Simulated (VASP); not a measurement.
Wanted: the native input for a VASP 6.6.1 run.

```yaml
Task: vibrations by finite differences
Functional: PBE
Dispersion: D3
Potentials_or_basis: VASP PAW PBE potentials, release 64 (H)
Cutoff: 400 eV
k_mesh: 1 × 1 × 1
Occupations: gaussian, width 0.01 eV
Spin: no spin polarisation
Further_INCAR_settings: ALGO = Normal; EDIFF = 1e-07; NBANDS = 8; ISYM = 0; IBRION = 5; POTIM = 0.015; NSW = 1
```

The structure of H2 lies in POSCAR:

```
H                                       
1.0
   11.1715072411      0.0000000000      0.0000000000
    0.0000000000     11.6715072411      0.0000000000
    0.0000000000      0.0000000000     12.1715072411
  H             
     2
Selective dynamics
Direct
0.5029840055999983  0.4878045314999966  0.5275852130999965  T T T
0.4972162304828839  0.5196535676612152  0.4742693263325920  T T T
```

One way to write it, as run:

INCAR

```
SYSTEM = H
PREC = Accurate
ENCUT = 400
EDIFF = 1E-7
ISMEAR = 0
SIGMA = 0.01
LREAL = .FALSE.
LASPH = .TRUE.
NELM = 100
ALGO = Normal
ISIF = 2
LWAVE = .FALSE.
LCHARG = .FALSE.
GGA = PE
IVDW = 11
NBANDS = 8
IBRION = 5
NFREE = 2
POTIM = 0.015
NSW = 1
ISYM = 0
```

KPOINTS

```
regular mesh
0
G
  1 1 1
  0 0 0
```

Potentials or basis: VASP PAW PBE potentials, release 64 (H).

Command:

```console
$ cat potpaw_PBE.64/H/POTCAR > POTCAR
$ mpirun -np 1 vasp_gam > vasp.out
```

It gave:

| Property | Result |
| --- | --- |
| Highest phonon frequency at Γ | 4298 cm⁻¹ |
| Most unstable mode | 67i cm⁻¹ |
| Dispersion energy per atom | 0.000 eV |

Caveat: some modes are imaginary.

It took 5.9 min on 1 thread of Intel(R) Xeon(R) Platinum 8488C (Sapphire Rapids) (shared host), peak memory 0.97 GiB.
